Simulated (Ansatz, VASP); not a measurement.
**Two plane-wave programs on SrO**

```
CELL_PARAMETERS angstrom
4.27547 0.00000 0.00000
-2.13773 3.70266 0.00000
0.00000 0.00000 5.15559
ATOMIC_POSITIONS crystal
Sr 0.33333 0.66667 0.93813
Sr 0.66667 0.33333 0.43813
O 0.33333 0.66667 0.43687
O 0.66667 0.33333 0.93687
```

Measurements of this composition are mostly on another form, of space group No. 225.

Alike in both runs: task single point; functional LDA; k mesh 5 × 5 × 4; no spin polarisation.

```csv
,VASP,Ansatz
version,VASP 6.6.1,Ansatz 0.2.0
potentials or method,"VASP PAW LDA potentials, release 64 (Sr_sv, O)","plane waves, PAW"
plane-wave cutoff (eV),520,420
occupations,"gaussian, width 0.01 eV",fixed
valence electrons in the cell,32,32
```

Ansatz gave:

```
gap on the k mesh at the Fermi level (eV) : 2.46
```

Task: Which values does VASP return?

Result: gap on the k mesh at the Fermi level (eV): 2.45.
